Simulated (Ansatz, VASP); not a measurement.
# HfO2 in two plane-wave programs, part 2 of 3

Aim: how closely do two programs agree when they are given the same cell, functional and k mesh? The structure shown is the end of the Ansatz relaxation below.

VASP 6.6.1 and Ansatz 0.2.0.

So far: The structure; Ansatz: relaxation, PBEsol.

**3. VASP: single point, PBEsol, pair 1**

Level of this step: PBEsol; plane waves and PAW (Hf_pv, O) (VASP).

The same cell, functional, mesh and smearing now go to VASP, with its own data sets.

Lines of VASP's logs that name or quote its potential files are left out, and so is its time.

Input file INCAR:

```
SYSTEM = HfO2
PREC = Accurate
ENCUT = 600
EDIFF = 1E-06
NELM = 120
ISMEAR = -1
SIGMA = 0.02
LREAL = .FALSE.
ALGO = Normal
GGA = PS
NBANDS = 56
LASPH = .TRUE.
LORBIT = 11
LWAVE = .FALSE.
LCHARG = .FALSE.
ISIF = 2
GGA_COMPAT = .FALSE.
EFERMI = MIDGAP
KPAR = 2
```

Input file POSCAR:

```
HfO2
1.0
    5.2616375880      0.0000000000      0.0000000000
    0.0000000000      5.0534071055      0.0000000000
    0.0000000000      0.0000000000      4.8909825000
Hf O
4 8
Direct
    0.9673660062      0.7324216890      0.7568464147
    0.0326339938      0.2675783110      0.2568464147
    0.4673660062      0.2675783110      0.7568464147
    0.5326339938      0.7324216890      0.2568464147
    0.6268502704      0.9224204670      0.8819738531
    0.3731497296      0.0775795330      0.3819738531
    0.1268502704      0.0775795330      0.8819738531
    0.8731497296      0.9224204670      0.3819738531
    0.7641529463      0.4585775066      0.0051798322
    0.2358470537      0.5414224934      0.5051798322
    0.2641529463      0.5414224934      0.0051798322
    0.7358470537      0.4585775066      0.5051798322
```

Input file KPOINTS:

```
Automatic mesh
0
Gamma
5 6 6
0 0 0
```

Potentials, in the order of the species: Hf_pv and O (PBE family, release 64).

Run with:

```sh
> mpirun -np 2 vasp_std
```

Numbers of over 12 decimals in the logs are rounded to 6 here.

The log of the run:

```text
[banner, memory and clock lines left out]
running    2 mpi-ranks, on    1 nodes
 distrk:  each k-point on    1 cores,    2 groups
 distr:  one band on    1 cores,    1 groups

 POSCAR found type information on POSCAR HfO
 POSCAR found :  2 types and      12 ions
|                                                                             |
|               ----> ADVICE to this user running VASP <----                  |
|                                                                             |
|     You enforced a specific xc type in the INCAR file but a different       |
|     [... a line on the potential file left out ...]
|     I HOPE YOU KNOW WHAT YOU ARE DOING!                                     |
|                                                                             |

 LDA part: xc-table for (Slater+PW92), standard interpolation
 POSCAR, INCAR and KPOINTS ok, starting setup
 FFT: planning ... GRIDC
 FFT: planning ... GRID_SOFT
 FFT: planning ... GRID
 WAVECAR not read
 entering main loop
       N       E                     dE             d eps       ncg     rms          rms(c)
DAV:   1     0.595399206982E+03    0.59540E+03   -0.54787E+04  5376   0.177E+03
DAV:   2    -0.109849220222E+03   -0.70525E+03   -0.68412E+03  6736   0.433E+02
DAV:   3    -0.146225354162E+03   -0.36376E+02   -0.36225E+02  6352   0.876E+01
DAV:   4    -0.146684508877E+03   -0.45915E+00   -0.45833E+00  6712   0.107E+01
DAV:   5    -0.146690889615E+03   -0.63807E-02   -0.63790E-02  6376   0.117E+00    0.112E+02
DAV:   6    -0.127498824204E+03    0.19192E+02   -0.96767E+01  6072   0.394E+01    0.919E+01
DAV:   7    -0.127107339256E+03    0.39148E+00   -0.53464E+00  6576   0.112E+01    0.495E+01
DAV:   8    -0.127071491968E+03    0.35847E-01   -0.37642E-01  6296   0.338E+00    0.902E+00
DAV:   9    -0.127037653505E+03    0.33838E-01   -0.14226E-01  6096   0.190E+00    0.444E+00
DAV:  10    -0.127035514656E+03    0.21388E-02   -0.13349E-02  6656   0.555E-01    0.177E-01
DAV:  11    -0.127035611418E+03   -0.96762E-04   -0.97901E-04  6528   0.153E-01    0.110E-01
DAV:  12    -0.127035622326E+03   -0.10908E-04   -0.36555E-05  6560   0.334E-02    0.183E-02
DAV:  13    -0.127035623119E+03   -0.79225E-06   -0.10215E-05  6144   0.149E-02    0.543E-03
DAV:  14    -0.127035623401E+03   -0.28202E-06   -0.15728E-06  3904   0.663E-03
   1 F= -.12703562E+03 E0= -.12703562E+03  d E =0.000000E+00
```

OUTCAR, selected parts (step 3):

```text
ion  position               nearest neighbor table
   1  0.967  0.732  0.757-   7 2.03  10 2.11   5 2.12   8 2.13   9 2.13  11 2.20  12 2.22   4 3.35
                             4 3.35   2 3.41   2 3.41   3 3.53   3 3.53   2 3.66   2 3.66   3 3.77
   2  0.033  0.268  0.257-   8 2.03   9 2.11   6 2.12   7 2.13  10 2.13  12 2.20  11 2.22   3 3.35
                             3 3.35   1 3.41   1 3.41   4 3.53   4 3.53   1 3.66   1 3.66   4 3.77
   3  0.467  0.268  0.757-   5 2.03  12 2.11   7 2.12   6 2.13  11 2.13   9 2.20  10 2.22   2 3.35
                             2 3.35   4 3.41   4 3.41   1 3.53   1 3.53   4 3.66   4 3.66   1 3.77
   4  0.533  0.732  0.257-   6 2.03  11 2.11   8 2.12   5 2.13  12 2.13  10 2.20   9 2.22   1 3.35
                             1 3.35   3 3.41   3 3.41   2 3.53   2 3.53   3 3.66   3 3.66   2 3.77
   5  0.627  0.922  0.882-   3 2.03   1 2.12   4 2.13
   6  0.373  0.078  0.382-   4 2.03   2 2.12   3 2.13
   7  0.127  0.078  0.882-   1 2.03   3 2.12   2 2.13
   8  0.873  0.922  0.382-   2 2.03   4 2.12   1 2.13
   9  0.764  0.459  0.005-   2 2.11   1 2.13   3 2.20   4 2.22
  10  0.236  0.541  0.505-   1 2.11   2 2.13   4 2.20   3 2.22
  11  0.264  0.541  0.005-   4 2.11   3 2.13   1 2.20   2 2.22
  12  0.736  0.459  0.505-   3 2.11   4 2.13   2 2.20   1 2.22

  LATTYP: Found a simple orthorhombic cell.
 ALAT       =     4.8909825000
 B/A-ratio  =     1.0332089934
 C/A-ratio  =     1.0757833601

 Subroutine GETGRP returns: Found  4 space group operations
 (whereof  1 operations were pure point group operations)

The static configuration has the point symmetry C_1 .
 The point group associated with its full space group is C_2v.

 Found     48 irreducible k-points:

   k-points           NKPTS =     48   k-points in BZ     NKDIM =     48   number of bands    NBANDS=     56

   dimension x,y,z NGX =    42 NGY =   40 NGZ =   40
   dimension x,y,z NGXF=    84 NGYF=   80 NGZF=   80

   ENCUT  =  600.0 eV  44.10 Ry    6.64 a.u.  10.51 10.09  9.77*2*pi/ulx,y,z

   NELECT =      88.0000    total number of electrons

 k-points in reciprocal lattice and weights: Automatic mesh
   0.00000000  0.00000000  0.00000000       0.006
   0.20000000  0.00000000  0.00000000       0.011
   0.40000000  0.00000000  0.00000000       0.011
   0.00000000  0.16666667  0.00000000       0.011
   0.20000000  0.16666667  0.00000000       0.022
   0.40000000  0.16666667  0.00000000       0.022
   0.00000000  0.33333333  0.00000000       0.011
   0.20000000  0.33333333  0.00000000       0.022
   0.40000000  0.33333333  0.00000000       0.022
[...]
0.20000000  0.50000000  0.50000000       0.011
   0.40000000  0.50000000  0.50000000       0.011

 average (electrostatic) potential at core
       1 -36.9142       2 -36.9142       3 -36.9142       4 -36.9142       5 -69.6643
       6 -69.6643       7 -69.6643       8 -69.6643       9 -70.0756      10 -70.0756
      11 -70.0756      12 -70.0756

 E-fermi :   5.7297

 k-point     1 :       0.0000    0.0000    0.0000
  band No.  band energies     occupation
    ...
     40       2.8747      2.00000
     41       3.1795      2.00000
     42       3.3515      2.00000
     43       3.3866      2.00000
     44       3.5295      2.00000
     45       8.5528      0.00000
     46       8.5593      0.00000
     47       8.7291      0.00000
     48       9.2404      0.00000
     49       9.2923      0.00000
    ...

 k-point     2 :       0.2000    0.0000    0.0000
  band No.  band energies     occupation
    ...
     40       2.9280      2.00000
     41       3.0192      2.00000
     42       3.2293      2.00000
     43       3.3364      2.00000
     44       3.3496      2.00000
     45       8.5749      0.00000
     46       8.5935      0.00000
     47       8.8427      0.00000
     48       9.2253      0.00000
     49       9.3647      0.00000
    ...

 k-point     3 :       0.4000    0.0000    0.0000
  band No.  band energies     occupation
    ...
     40       2.8551      2.00000
     41       2.8991      2.00000
     42       3.0011      2.00000
     43       3.3113      2.00000
     44       3.3507      2.00000
     45       8.6678      0.00000
     46       8.6778      0.00000
     47       9.0844      0.00000
     48       9.1857      0.00000
     49       9.2046      0.00000
    ...

  Total       -2.9923574     -2.9051776      5.0143361      0.0000000      0.0000000      0.0000000
  in kB      -36.8657193    -35.7916681     61.7764138      0.0000000      0.0000000      0.0000000
  external PRESSURE =      -3.6269912 kB  Pullay stress =       0.0000000 kB

  energy-cutoff  :      600.00
  volume of cell :      130.05
      direct lattice vectors                 reciprocal lattice vectors
     5.261637588  0.000000000  0.000000000     0.190054899  0.000000000  0.000000000
     0.000000000  5.053407105  0.000000000     0.000000000  0.197886293  0.000000000
     0.000000000  0.000000000  4.890982500     0.000000000  0.000000000  0.204457898

 POSITION                                       TOTAL-FORCE (eV/Angst)
 -----------------------------------------------------------------------------------
      5.08993      3.70122      3.70172        -0.044468     -0.011713     -0.051153
      0.17171      1.35218      1.25623         0.044468      0.011713     -0.051153
      2.45911      1.35218      3.70172        -0.044468      0.011713     -0.051153
      2.80253      3.70122      1.25623         0.044468     -0.011713     -0.051153
      3.29826      4.66137      4.31372         0.030814      0.006849      0.029186
      1.96338      0.39204      1.86823        -0.030814     -0.006849      0.029186
      0.66744      0.39204      4.31372         0.030814     -0.006849      0.029186
      4.59420      4.66137      1.86823        -0.030814      0.006849      0.029186
      4.02070      2.31738      0.02533         0.009423      0.036617      0.021967
      1.24094      2.73603      2.47083        -0.009423     -0.036617      0.021967
      1.38988      2.73603      0.02533         0.009423     -0.036617      0.021967
      3.87176      2.31738      2.47083        -0.009423      0.036617      0.021967
 -----------------------------------------------------------------------------------
    total drift:                               -0.000000      0.000000     -0.000138

  FREE ENERGIE OF THE ION-ELECTRON SYSTEM (eV)
  ---------------------------------------------------
  free  energy   TOTEN  =      -127.0356234005 eV

  energy  without entropy=     -127.0356234005  energy(sigma->0) =     -127.03562340

 total charge
# of ion       s       p       d       tot
------------------------------------------
    1        0.320   6.651   1.508   8.480
    2        0.320   6.651   1.508   8.480
    3        0.320   6.651   1.508   8.480
    4        0.320   6.651   1.508   8.480
    5        1.553   3.532   0.000   5.085
    6        1.553   3.532   0.000   5.085
    7        1.553   3.532   0.000   5.085
    8        1.553   3.532   0.000   5.085
    9        1.552   3.552   0.000   5.104
   10        1.552   3.552   0.000   5.104
   11        1.552   3.552   0.000   5.104
   12        1.552   3.552   0.000   5.104
--------------------------------------------------
tot         13.700  54.940   6.034  74.674

[... 3 further parts left out ...]
```

The run ends at a pressure of -0.36 GPa, with forces up to 0.069 eV/Å.

**4. Differences**

Known differences besides the potentials themselves: the data sets hold 152 valence electrons in Ansatz (on its PAW soft_1 files) and 88 in VASP; Ansatz makes its cores anew for this functional, VASP keeps those of its PBE data sets; Ansatz's pressure holds a Pulay correction, VASP's none. Total energies have different zeros and are not compared.

Both answers:

| quantity | Ansatz | VASP | difference |
| --- | --- | --- | --- |
| pressure (GPa) | 3.17 | -0.36 | +3.54 |
| gap on the k mesh (eV) | 4.437 | 4.400 | +0.037 |

Forces on 7 of the 12 atoms, those with the largest forces and the largest differences (eV/Å; atoms numbered as in POSCAR):

| atom | Ansatz x, y, z | VASP x, y, z |
| --- | --- | --- |
| Hf1 | 0.002, -0.002, -0.001 | -0.044, -0.012, -0.051 |
| Hf2 | -0.002, 0.002, -0.001 | 0.044, 0.012, -0.051 |
| Hf3 | 0.002, 0.002, -0.001 | -0.044, 0.012, -0.051 |
| Hf4 | -0.002, -0.002, -0.001 | 0.044, -0.012, -0.051 |
| O10 | 0.000, 0.000, -0.001 | -0.009, -0.037, 0.022 |
| O11 | 0.000, 0.000, -0.001 | 0.009, -0.037, 0.022 |
| O12 | 0.000, 0.000, -0.001 | -0.009, 0.037, 0.022 |

The forces differ by 31 meV/Å r.m.s., where the r.m.s. force is 0.001 eV/Å in Ansatz and 0.031 eV/Å in VASP: the atoms lie near their places of rest in Ansatz, so a percentage would say little (all taken over all components). A gap on the mesh is an upper bound, since the band edges may lie between its points; neither run holds spin-orbit coupling, which can move the band edges of a compound of Hf.

**5. Further runs**

Further runs change the set-up of one program: Ansatz's method, potentials or start, or VASP's data sets, cutoff or form of LDA. The table gives Ansatz less VASP for each quantity, since a change that brings one quantity closer may part another.

| run | r.m.s. force difference (meV/Å) | pressure (GPa) | gap on the k mesh (eV) |
| --- | --- | --- | --- |
| as above | 31 | 3.5 | 0.037 |
| VASP with the data sets Hf_sv and O | 27 | 2.3 | 0.037 |

**6. Ansatz: relaxation, PBEsol**

This run makes the geometry at which the two programs are then compared. The cell compared in this pair holds 130.82 Å³, against 130.05 Å³ for the pair before.

The structure compared here is the end of the Ansatz relaxation.

Input file input.yaml:

```yaml
crystal:
  lattice:
    - [5.254772145, 0.0, 0.0]
    - [0.0, 5.042908095, 0.0]
    - [0.0, 0.0, 4.941405]
  atoms:
    - { symbol: Hf, position: [0.9671098, 0.7324279, 0.7526446] }
    - { symbol: Hf, position: [0.0328902, 0.2675721, 0.2526446] }
    - { symbol: Hf, position: [0.4671098, 0.2675721, 0.7526446] }
    - { symbol: Hf, position: [0.5328902, 0.7324279, 0.2526446] }
    - { symbol: O, position: [0.6319774, 0.9282763, 0.8902418] }
    - { symbol: O, position: [0.3680226, 0.0717237, 0.3902418] }
    - { symbol: O, position: [0.1319774, 0.0717237, 0.8902418] }
    - { symbol: O, position: [0.8680226, 0.9282763, 0.3902418] }
    - { symbol: O, position: [0.7659856, 0.4596735, 0.0011137] }
    - { symbol: O, position: [0.2340144, 0.5403265, 0.5011137] }
    - { symbol: O, position: [0.2659856, 0.5403265, 0.0011137] }
    - { symbol: O, position: [0.7340144, 0.4596735, 0.5011137] }
kpoints:
  mp_grid: { grid: [5, 6, 6] }
scf:
  occupations: { method: fermi_dirac, width: 0.02 }
hamiltonian:
  xc: pbesol
  pseudopotentials: { kind: paw, azcp: { folder: soft_1 }, xc_functional: pbe }
basis:
  ecutwfc: 600
output:
  forces: true
  stress: true
relax:
  f_tol: 0.005
  max_steps: 70
  cell: { stress_tol: 0.02, p_target: 0, fix: [c, alpha, beta, gamma] }
```

Run with:

```sh
> ansatz run input.yaml --threads 4 --pin off --max-ram 10240MiB --backend cpu --events-out ev --progress --plain --runs-dir out
```

The log of the run:

```text
[...]
Crystal: 12 atoms, lattice volume = 130.944 Å³
Basis set: ecut = 600 eV, 4403 PW (Γ), exchange–correlation on 90×90×80 points (8 copies of the dense FFT grid, shifted against one another)
Bands: 92, of which v1, the nominal top of the filled ones, is band 76 counted from 1 (75 counted from 0)
Symmetry: 4 space group operations
[...]
k-points: 48 of 180 (time reversal used)
[...]
- { symbol: O, position: [0.628919, 0.924754, 0.885350] }
    - { symbol: O, position: [0.371081, 0.075246, 0.385350] }
    - { symbol: O, position: [0.128919, 0.075246, 0.885350] }
    - { symbol: O, position: [0.871081, 0.924754, 0.385350] }
    - { symbol: O, position: [0.764887, 0.459058, 0.0035018] }
    - { symbol: O, position: [0.235113, 0.540942, 0.503502] }
    - { symbol: O, position: [0.264887, 0.540942, 0.0035018] }
    - { symbol: O, position: [0.735113, 0.459058, 0.503502] }
[key lines of the parts left out:]
SCF converged after 6 iterations
Free energy (F): -66904.004315 eV
Fermi energy:    16.133980 eV
P = ⅓ Tr σ = 2.1555 GPa (21.555 kbar)
```

**7. VASP: single point, PBEsol, pair 2**

The same cell, functional, mesh and smearing now go to VASP, with its own data sets.

INCAR is that of step 3.

Input file POSCAR:

```
HfO2
1.0
    5.2506636455      0.0000000000      0.0000000000
    0.0000000000      5.0419148561      0.0000000000
    0.0000000000      0.0000000000      4.9414050000
Hf O
4 8
Direct
    0.9673327149      0.7324307245      0.7551478640
    0.0326672851      0.2675692755      0.2551478640
    0.4673327149      0.2675692755      0.7551478640
    0.5326672851      0.7324307245      0.2551478640
    0.6289189072      0.9247535673      0.8853504397
    0.3710810928      0.0752464327      0.3853504397
    0.1289189072      0.0752464327      0.8853504397
    0.8710810928      0.9247535673      0.3853504397
    0.7648871618      0.4590583593      0.0035017962
    0.2351128382      0.5409416407      0.5035017962
    0.2648871618      0.5409416407      0.0035017962
    0.7351128382      0.4590583593      0.5035017962
```

KPOINTS is that of step 3.

Run with:

```sh
> mpirun -np 2 vasp_std
```

The log of the run:

```text
[banner, memory and clock lines left out]
running    2 mpi-ranks, on    1 nodes
[...]
[... a notice as in an earlier step ...]

 LDA part: xc-table for (Slater+PW92), standard interpolation
 POSCAR, INCAR and KPOINTS ok, starting setup
[...]
entering main loop
       N       E                     dE             d eps       ncg     rms          rms(c)
DAV:   1     0.592911670959E+03    0.59291E+03   -0.54697E+04  5376   0.177E+03
DAV:   2    -0.110582657833E+03   -0.70349E+03   -0.68229E+03  6760   0.434E+02
DAV:   3    -0.146330747896E+03   -0.35748E+02   -0.35604E+02  6352   0.870E+01
DAV:   4    -0.146776927187E+03   -0.44618E+00   -0.44538E+00  6704   0.106E+01
[...]
DAV:  12    -0.127094195847E+03   -0.13119E-04   -0.56338E-05  6480   0.398E-02    0.511E-02
DAV:  13    -0.127094195583E+03    0.26490E-06   -0.18483E-05  6528   0.189E-02    0.919E-03
DAV:  14    -0.127094195601E+03   -0.18320E-07   -0.21742E-06  4312   0.823E-03
   1 F= -.12709420E+03 E0= -.12709420E+03  d E =0.000000E+00
```

Parts of OUTCAR (step 7):

```text
  Total       -2.9748125     -2.8764584      2.5510612      0.0000000      0.0000000      0.0000000
  in kB      -36.4342654    -35.2296662     31.2443363      0.0000000      0.0000000      0.0000000
  external PRESSURE =     -13.4731984 kB  Pullay stress =       0.0000000 kB

 POSITION                                       TOTAL-FORCE (eV/Angst)
 -----------------------------------------------------------------------------------
      5.07914      3.69285      3.73149        -0.046161     -0.007053     -0.048124
      0.17152      1.34906      1.26079         0.046161      0.007053     -0.048124
      2.45381      1.34906      3.73149        -0.046161      0.007053     -0.048124
      2.79686      3.69285      1.26079         0.046161     -0.007053     -0.048124
      3.30224      4.66253      4.37488         0.027740      0.006968      0.025109
      1.94842      0.37939      1.90417        -0.027740     -0.006968      0.025109
      0.67691      0.37939      4.37488         0.027740     -0.006968      0.025109
      4.57375      4.66253      1.90417        -0.027740      0.006968      0.025109
      4.01617      2.31453      0.01730         0.009724      0.037206      0.023015
      1.23450      2.72738      2.48801        -0.009724     -0.037206      0.023015
      1.39083      2.72738      0.01730         0.009724     -0.037206      0.023015
      3.85983      2.31453      2.48801        -0.009724      0.037206      0.023015
 -----------------------------------------------------------------------------------
    total drift:                               -0.000000      0.000000      0.000052

  FREE ENERGIE OF THE ION-ELECTRON SYSTEM (eV)
  ---------------------------------------------------
  free  energy   TOTEN  =      -127.0941956009 eV

  energy  without entropy=     -127.0941956009  energy(sigma->0) =     -127.09419560

[... 1 part as in an earlier step ...]

[... 2 further parts left out ...]
[key lines of the parts left out:]
E-fermi :   5.6766
```

The run ends at a pressure of -1.35 GPa, with forces up to 0.067 eV/Å.

**8. Side by side**

What differs besides the data sets and the points named for the pairs above, as far as they apply: the data sets hold 152 valence electrons in Ansatz (on its PAW soft_1 files) and 88 in VASP. Total energies have different zeros and are not compared.

Both answers:

| quantity | Ansatz | VASP | difference |
| --- | --- | --- | --- |
| pressure (GPa) | 2.16 | -1.35 | +3.50 |
| gap on the k mesh (eV) | 4.410 | 4.371 | +0.039 |

Forces on 7 of the 12 atoms, those with the largest forces and the largest differences (eV/Å; atoms numbered as in POSCAR):

| atom | Ansatz x, y, z | VASP x, y, z |
| --- | --- | --- |
| Hf1 | 0.000, 0.000, 0.000 | -0.046, -0.007, -0.048 |
| Hf2 | 0.000, 0.000, 0.000 | 0.046, 0.007, -0.048 |
| Hf3 | 0.000, 0.000, 0.000 | -0.046, 0.007, -0.048 |
| Hf4 | 0.000, 0.000, 0.000 | 0.046, -0.007, -0.048 |
| O10 | 0.000, 0.000, 0.000 | -0.010, -0.037, 0.023 |
| O11 | 0.000, 0.000, 0.000 | 0.010, -0.037, 0.023 |
| O12 | 0.000, 0.000, 0.000 | -0.010, 0.037, 0.023 |

The forces differ by 30 meV/Å r.m.s., where the r.m.s. force is 0.001 eV/Å in Ansatz and 0.030 eV/Å in VASP: the atoms lie near their places of rest in Ansatz, so a percentage would say little (all taken over all components). A gap on the mesh is an upper bound, since the band edges may lie between its points; neither run holds spin-orbit coupling, which can move the band edges of a compound of Hf.

[end of part 2 of 3]

[Lines on the potential files, build, host, timing and source positions are cut from VASP's logs without a mark.]

[Logs are printed without paths, hosts, clocks, repeated set-up lines and the standing remarks that a program may print on its own settings, such as how far it seeks lower states.]

[Hosts, paths, dates, database ids (printed as entryN), source tags and the programs' standing remarks are cut or masked in the printed files.]
